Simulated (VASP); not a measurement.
# Bi2TeSe2 (Skippenite) (R-3m) in VASP: equation of state

Aim: energy against volume of Bi2TeSe2 (Skippenite) in PBEsol, for its equilibrium volume and stiffness.

All numbers are computed with VASP 6.6.1; they aren't measurements. Logs are shortened: lines on timing, memory, paths and dates and some standing lists are left out, and cuts for length are marked.

### Step 1. The crystal as given

Symmetry: R-3m, No. 166, trigonal system. Conventional cell: a = 4.183 Å, b = 4.183 Å, c = 29.137 Å, α = 90.00°, β = 90.00°, γ = 120.00°. Around Bi (site symmetry 3m) lie 3 Se at 2.93 Å and 3 Te at 3.06 Å. Around Te (site symmetry -3m) lie 6 Bi at 3.06 Å. Se (site symmetry 3m) has 3 Bi at 2.93 Å as nearest neighbours.

### Step 2. Equation of state, PBEsol, 27.67 Å³/atom (volume scaled by 0.94)

INCAR reads:

```
SYSTEM = Bi2TeSe2
PREC     = Accurate       ! precision mode
ENCUT    = 520            ! plane-wave cutoff, eV
EDIFF    = 1E-7           ! SCF threshold, eV
ISMEAR   = -1             ! smearing method
SIGMA    = 0.05           ! smearing width, eV
LREAL    = .False.        ! projectors in reciprocal space
LASPH    = .True.         ! aspherical terms in the spheres
NELM     = 60             ! most SCF steps
ALGO     = Normal         ! electronic algorithm
ISIF     = 2              ! what is computed and relaxed
LWAVE    = .False.        ! write WAVECAR
LCHARG   = .False.        ! write CHGCAR
GGA      = PS             ! functional
NBANDS   = 32             ! bands
KPAR     = 2
```

KPOINTS reads:

```
regular mesh
0
Gamma
  7 7 7
  0 0 0
```

POSCAR reads:

```
Bi2TeSe2
1.0
    2.0488043464      1.1828777409      9.5140668165
   -2.0488043464      1.1828777409      9.5140668165
    0.0000000000     -2.3657554818      9.5140668165
Bi Te Se
2 1 2
Direct
    0.6019400000      0.6019400000      0.6019400000
    0.3980600000      0.3980600000      0.3980600000
    0.0000000000      0.0000000000      0.0000000000
    0.7884000000      0.7884000000      0.7884000000
    0.2116000000      0.2116000000      0.2116000000
```

Potentials or basis: VASP PAW PBE potentials, release 64 (Bi_d, Te, Se).

On the command line:

```
cat potpaw_PBE.64/Bi_d/POTCAR potpaw_PBE.64/Te/POTCAR potpaw_PBE.64/Se/POTCAR > POTCAR
mpirun -np 2 vasp_std > vasp.out
```

OUTCAR:

```text
SYSTEM = Bi2TeSe2
   PREC = Accurate
   ENCUT = 520
   EDIFF = 1E-7
   ISMEAR = -1
   LREAL = .False.
   LASPH = .True.
   NELM = 60
   ISIF = 2
   GGA = PS

 Found     44 irreducible k-points:

 Following reciprocal coordinates:
            Coordinates               Weight
  0.000000  0.000000  0.000000      1.000000
  0.142857 -0.000000  0.000000      6.000000
  0.285714 -0.000000 -0.000000      6.000000
  0.428571 -0.000000  0.000000      6.000000
  0.142857  0.142857  0.000000      6.000000
  0.285714  0.142857  0.000000     12.000000
   k-points           NKPTS =     44   k-points in BZ     NKDIM =     44   number of bands    NBANDS=     32
   number of dos      NEDOS =    301   number of ions     NIONS =      5
   total plane-waves  NPLWV = 512000
   dimension x,y,z NGX =    80 NGY =   80 NGZ =   80
   dimension x,y,z NGXF=   160 NGYF=  160 NGZF=  160
   ions per type =               2   1   2
   NGX,Y,Z   is equivalent  to a cutoff of  13.57, 13.57, 13.57 a.u.
   NGXF,Y,Z  is equivalent  to a cutoff of  27.13, 27.13, 27.13 a.u.
 SYSTEM =  Bi2TeSe2
   PREC   = accura    normal or accurate (medium, high low for compatibility)
   ISTART =      0    job   : 0-new  1-cont  2-samecut
   ICHARG =      2    charge: 1-file 2-atom 10-const
   ISPIN  =      1    spin polarized calculation?
   LNONCOLLINEAR =      F non collinear calculations
   LSORBIT =      F    spin-orbit coupling
   LASPH  =      T    aspherical Exc in radial PAW
   ENCUT  =  520.0 eV  38.22 Ry    6.18 a.u.  18.23 18.23 18.23*2*pi/ulx,y,z
   NELM   =     60;   NELMIN=  2; NELMDL= -5     # of ELM steps
   EDIFF  = 0.1E-06   stopping-criterion for ELM
   LREAL  =      F    real-space projection
   EDIFFG = 0.1E-05   stopping-criterion for IOM
   NSW    =      0    number of steps for IOM
   IBRION =     -1    ionic relax: 0-MD 1-quasi-New 2-CG
   NFREE  =      0    steps in history (QN), initial steepest desc. (CG)
   ISIF   =      2    stress and relaxation
   ISYM   =      2    0-nonsym 1-usesym 2-fastsym
   POTIM  = 0.5000    time-step for ionic-motion
   TEBEG  =    0.0;   TEEND  =   0.0 temperature during run
   PSTRESS=    0.0 pullay stress
   NELECT =      48.0000    total number of electrons
   NUPDOWN=      -1.0000    fix difference up-down
   EMIN   =  10.00;   EMAX   =-10.00  energy-range for DOS
   EFERMI =   0.00;   METHOD = LEGACY
   ISMEAR =    -1;   SIGMA  =   0.05  broadening in eV -4-tet -1-fermi 0-gaus
   EFERMI_NEDOS =   21; number of points for ismear=-14 and -15
   IALGO  =     38    algorithm
   IMIX   =      4    mixing-type and parameters
     AMIX     =   0.40;   BMIX     =  1.00
     AMIX_MAG =   1.60;   BMIX_MAG =  1.00
  volume/ion in A,a.u.               =      27.67       186.72
  Fermi-wavevector in a.u.,A,eV,Ry     =   1.150366  2.173876 18.005155  1.323342
  Thomas-Fermi vector in A             =   2.287030
   LORBIT       =      0    0 simple, 1 ext, 2 COOP (PROOUT), +10 PAW based schemes
   GGA     = PS    functional components
   LHFCALC =     F    Hartree Fock is set to
   AEXX    =    0.0000 exact exchange contribution
   IVDW    =     0    specifies the selected vdW correction
   LEPSILON=     F    determine dielectric tensor
   LRPA    =     F    only Hartree local field effects (RPA)
 non-spin polarized calculation
  energy-cutoff  :      520.00
  volume of cell :      138.34
 maximum number of plane-waves:      3759
 NGX is ok and might be reduce to    80
   NGX = 37   NGY = 37   NGZ = 37

 number of electron      48.0000005 magnetization

 Free energy of the ion-electron system (eV)
  ---------------------------------------------------
  ext. energy  EPLUGINS =         0.00000000
  ---------------------------------------------------
  free energy    TOTEN  =       -20.74652645 eV

  energy without entropy =      -20.74643655  energy(sigma->0) =      -20.74648150

 E-fermi :   6.4573     XC(G=0):  -9.9852

 val. band max:        6.2575028488   @ k =   0.0000   0.0000   0.0000
 cond. band min:       6.6460445923   @ k =   0.0000   0.0000   0.0000
 fundamental gap:      0.3885417435
 Fermi energy:         6.4572939815

 k-point     1 :       0.0000    0.0000    0.0000
  band No.  band energies     occupation
      1     -16.8686      2.00000
      2     -16.8686      2.00000
      3     -16.8623      2.00000
      4     -16.8623      2.00000
      5     -16.8491      2.00000
      6     -16.8456      2.00000
[... 24 lines left out ...]
     31      11.4971      0.00000
     32      12.3081      0.00000

 k-point     2 :       0.1429   -0.0000    0.0000
  band No.  band energies     occupation
      1     -16.8736      2.00000
      2     -16.8662      2.00000
      3     -16.8646      2.00000
      4     -16.8584      2.00000
      5     -16.8466      2.00000
      6     -16.8438      2.00000
[... 24 lines left out ...]
     31      10.6974      0.00000
     32      11.6488      0.00000

 k-point     3 :       0.2857   -0.0000   -0.0000
  band No.  band energies     occupation
      1     -16.8864      2.00000
      2     -16.8764      2.00000
      3     -16.8600      2.00000
      4     -16.8521      2.00000
      5     -16.8501      2.00000
      6     -16.8427      2.00000
[... 24 lines left out ...]
     31      11.1876      0.00000
     32      12.3745      0.00000

 k-point     4 :       0.4286   -0.0000    0.0000
  band No.  band energies     occupation
      1     -16.8973      2.00000
      2     -16.8850      2.00000
      3     -16.8600      2.00000
      4     -16.8538      2.00000
      5     -16.8493      2.00000
      6     -16.8462      2.00000
[... 24 lines left out ...]
     31      11.2450      0.00000
     32      11.8748      0.00000

 k-point     5 :       0.1429    0.1429    0.0000
  band No.  band energies     occupation
      1     -16.8736      2.00000
      2     -16.8662      2.00000
      3     -16.8646      2.00000
      4     -16.8584      2.00000
      5     -16.8466      2.00000
      6     -16.8438      2.00000
[... 24 lines left out ...]
     31      10.7941      0.00000
     32      11.5565      0.00000

 k-point     6 :       0.2857    0.1429    0.0000
  band No.  band energies     occupation
      1     -16.8800      2.00000
      2     -16.8729      2.00000
      3     -16.8593      2.00000
      4     -16.8582      2.00000
      5     -16.8452      2.00000
      6     -16.8440      2.00000
[... 24 lines left out ...]
     31      10.6255      0.00000
     32      10.9583      0.00000

 [... further k-points ...]

------------------------ aborting loop because EDIFF is reached ----------------------------------------

  FORCE on cell =-STRESS in cart. coord.  units (eV):
  Direction    XX          YY          ZZ          XY          YZ          ZX
  --------------------------------------------------------------------------------------
  -------------------------------------------------------------------------------------
  Total        5.6134797      5.6134797      6.0662001      0.0000000     -0.0000000      0.0000000
  in kB       65.0107154     65.0107154     70.2537519      0.0000000     -0.0000000      0.0000000
  external PRESSURE =      66.7583943 kB  Pullay stress =       0.0000000 kB

 VOLUME and BASIS-vectors are now :
 -----------------------------------------------------------------------------
  energy-cutoff  :      520.00
  volume of cell :      138.34
      direct lattice vectors                 reciprocal lattice vectors
     2.048804346  1.182877741  9.514066816     0.244044777  0.140899318  0.035035841
    -2.048804346  1.182877741  9.514066816    -0.244044777  0.140899318  0.035035841
     0.000000000 -2.365755482  9.514066816     0.000000000 -0.281798635  0.035035841

 POSITION                                       TOTAL-FORCE (eV/Angst)
 -----------------------------------------------------------------------------------
      0.00000      0.00000     17.18069         0.000000      0.000000     -1.911742
      0.00000      0.00000     11.36151         0.000000     -0.000000      1.911742
      0.00000      0.00000      0.00000         0.000000      0.000000     -0.000000
      0.00000      0.00000     22.50267         0.000000      0.000000     -0.117480
      0.00000      0.00000      6.03953         0.000000     -0.000000      0.117480
 -----------------------------------------------------------------------------------
    total drift:                               -0.000000     -0.000000     -0.000000

  FREE ENERGIE OF THE ION-ELECTRON SYSTEM (eV)
  ---------------------------------------------------
  free  energy   TOTEN  =       -20.7465264471 eV

  energy  without entropy=      -20.7464365472  energy(sigma->0) =      -20.74648150
```

Wall time 6.8 min (2 MPI ranks of Intel Xeon 6975P-C (Granite Rapids), shared host); peak memory 1 GiB.

What came out:

| Item | Value |
| --- | --- |
| Free energy | -20.7465 eV |
| Pressure | 6.7 GPa |
| Largest force | 1.912 eV/Å |
| Band gap on the k mesh | 0.39 eV, direct |

Caveat: the PAW data sets were made with another functional, which shifts forces and pressure a little; spin-orbit coupling is left out, which as a rule narrows the gap of such compounds by several tenths of an eV; an odd mesh through Γ misses points on the zone boundary, where band edges often lie.

### Step 3. Equation of state, PBEsol, 28.26 Å³/atom (volume scaled by 0.96)

INCAR is that of step 2.

KPOINTS is that of step 2.

Changes to POSCAR since step 2:

```diff
@@ -2,5 +2,5 @@
 1.0
-    2.0488043464      1.1828777409      9.5140668165
-   -2.0488043464      1.1828777409      9.5140668165
-    0.0000000000     -2.3657554818      9.5140668165
+    2.0632330214      1.1912081403      9.5810694946
+   -2.0632330214      1.1912081403      9.5810694946
+    0.0000000000     -2.3824162806      9.5810694946
 Bi Te Se
```

Potentials or basis: VASP PAW PBE potentials, release 64 (Bi_d, Te, Se).

On the command line:

```
cat potpaw_PBE.64/Bi_d/POTCAR potpaw_PBE.64/Te/POTCAR potpaw_PBE.64/Se/POTCAR > POTCAR
mpirun -np 2 vasp_std > vasp.out
```

It took 7.7 min on 2 MPI ranks of Intel Xeon 6975P-C (Granite Rapids), shared host; peak memory 1 GiB.

It converged, with:

| Quantity | Value |
| --- | --- |
| Free energy | -20.8534 eV |
| Pressure | 4.9 GPa |
| Largest force | 1.868 eV/Å |
| Band gap on the k mesh | 0.40 eV, direct |

Caveat: the PAW data sets were made with another functional, which shifts forces and pressure a little; spin-orbit coupling is left out, which as a rule narrows the gap of such compounds by several tenths of an eV; an odd mesh through Γ misses points on the zone boundary, where band edges often lie.

### Step 4. Equation of state, PBEsol, 28.85 Å³/atom (volume scaled by 0.98)

INCAR is that of step 3.

KPOINTS is that of step 3.

Changes to POSCAR since step 3:

```diff
@@ -2,5 +2,5 @@
 1.0
-    2.0632330214      1.1912081403      9.5810694946
-   -2.0632330214      1.1912081403      9.5810694946
-    0.0000000000     -2.3824162806      9.5810694946
+    2.0774626643      1.1994236285      9.6471479240
+   -2.0774626643      1.1994236285      9.6471479240
+    0.0000000000     -2.3988472569      9.6471479240
 Bi Te Se
```

On the command line:

```
cat potpaw_PBE.64/Bi_d/POTCAR potpaw_PBE.64/Te/POTCAR potpaw_PBE.64/Se/POTCAR > POTCAR
mpirun -np 2 vasp_std > vasp.out
```

Wall time 6.7 min (2 MPI ranks of Intel Xeon 6975P-C (Granite Rapids), shared host); peak memory 1 GiB.

The run converged. Its results:

* Free energy: -20.9296 eV
* Pressure: 3.3 GPa
* Largest force: 1.827 eV/Å
* Band gap on the k mesh: 0.42 eV, direct

Caveat: the PAW data sets were made with another functional, which shifts forces and pressure a little; spin-orbit coupling is left out, which as a rule narrows the gap of such compounds by several tenths of an eV; an odd mesh through Γ misses points on the zone boundary, where band edges often lie.

### Step 5. Equation of state, PBEsol, 30.02 Å³/atom (volume scaled by 1.02)

INCAR is that of step 4.

KPOINTS is that of step 4.

Changes to POSCAR since step 4:

```diff
@@ -2,5 +2,5 @@
 1.0
-    2.0774626643      1.1994236285      9.6471479240
-   -2.0774626643      1.1994236285      9.6471479240
-    0.0000000000     -2.3988472569      9.6471479240
+    2.1053513970      1.2155251958      9.7766552961
+   -2.1053513970      1.2155251958      9.7766552961
+    0.0000000000     -2.4310503916      9.7766552961
 Bi Te Se
```

On the command line:

```
cat potpaw_PBE.64/Bi_d/POTCAR potpaw_PBE.64/Te/POTCAR potpaw_PBE.64/Se/POTCAR > POTCAR
mpirun -np 2 vasp_std > vasp.out
```

It took 6.2 min on 2 MPI ranks of Intel Xeon 6975P-C (Granite Rapids), shared host; peak memory 1 GiB.

Results (log left out):

```
Free energy            : -21.0018 eV
Pressure               : 0.6 GPa
Largest force          : 1.751 eV/Å
Band gap on the k mesh : 0.44 eV, direct
```

Caveat: the PAW data sets were made with another functional, which shifts forces and pressure a little; spin-orbit coupling is left out, which as a rule narrows the gap of such compounds by several tenths of an eV; an odd mesh through Γ misses points on the zone boundary, where band edges often lie.

### Step 6. Equation of state, PBEsol, 30.61 Å³/atom (volume scaled by 1.04)

INCAR is that of step 5.

KPOINTS is that of step 5.

Changes to POSCAR since step 5:

```diff
@@ -2,5 +2,5 @@
 1.0
-    2.1053513970      1.2155251958      9.7766552961
-   -2.1053513970      1.2155251958      9.7766552961
-    0.0000000000     -2.4310503916      9.7766552961
+    2.1190228931      1.2234184377      9.8401418497
+   -2.1190228931      1.2234184377      9.8401418497
+    0.0000000000     -2.4468368755      9.8401418497
 Bi Te Se
```

Potentials or basis: VASP PAW PBE potentials, release 64 (Bi_d, Te, Se).

On the command line:

```
cat potpaw_PBE.64/Bi_d/POTCAR potpaw_PBE.64/Te/POTCAR potpaw_PBE.64/Se/POTCAR > POTCAR
mpirun -np 2 vasp_std > vasp.out
```

It took 6.2 min on 2 MPI ranks of Intel Xeon 6975P-C (Granite Rapids), shared host; peak memory 1 GiB.

It converged, with:

- Free energy: -21.0032 eV
- Pressure: -0.5 GPa
- Largest force: 1.715 eV/Å
- Band gap on the k mesh: 0.45 eV, direct

Caveat: the PAW data sets were made with another functional, which shifts forces and pressure a little; spin-orbit coupling is left out, which as a rule narrows the gap of such compounds by several tenths of an eV; an odd mesh through Γ misses points on the zone boundary, where band edges often lie.

### Step 7. Equation of state, PBEsol, 31.20 Å³/atom (volume scaled by 1.06)

INCAR is that of step 6.

KPOINTS is that of step 6.

Changes to POSCAR since step 6:

```diff
@@ -2,5 +2,5 @@
 1.0
-    2.1190228931      1.2234184377      9.8401418497
-   -2.1190228931      1.2234184377      9.8401418497
-    0.0000000000     -2.4468368755      9.8401418497
+    2.1325202181      1.2312111220      9.9028196023
+   -2.1325202181      1.2312111220      9.9028196023
+    0.0000000000     -2.4624222439      9.9028196023
 Bi Te Se
```

On the command line:

```
cat potpaw_PBE.64/Bi_d/POTCAR potpaw_PBE.64/Te/POTCAR potpaw_PBE.64/Se/POTCAR > POTCAR
mpirun -np 2 vasp_std > vasp.out
```

Wall time 6.4 min (2 MPI ranks of Intel Xeon 6975P-C (Granite Rapids), shared host); peak memory 1 GiB.

It converged, with:

- Free energy: -20.9846 eV
- Pressure: -1.6 GPa
- Largest force: 1.681 eV/Å
- Band gap on the k mesh: 0.46 eV, direct

Caveat: the PAW data sets were made with another functional, which shifts forces and pressure a little; spin-orbit coupling is left out, which as a rule narrows the gap of such compounds by several tenths of an eV; an odd mesh through Γ misses points on the zone boundary, where band edges often lie.

### Step 8. Equation of state, PBEsol

This step only gathers the single runs of the series.

What came out:

| Property | Result |
| --- | --- |
| Equilibrium volume | 30.36 Å³/atom |
| Bulk modulus at fixed shape and positions | 59 GPa |
| Pressure derivative of the bulk modulus | 4.5 |

Energy against volume, from the lowest point:
```csv
volume (Å³/atom),energy (meV/atom)
27.669,51.33
28.257,29.95
28.846,14.72
29.435,5.02
30.023,0.28
30.612,0.00
31.201,3.71
```

Caveat: the cell was scaled at fixed shape and fractional positions, which overstates the stiffness of a crystal with free parameters, most of all of layers and chains; the PAW data sets were made with another functional, which shifts forces and pressure a little; spin-orbit coupling is left out, which moves the levels of the heavy elements.
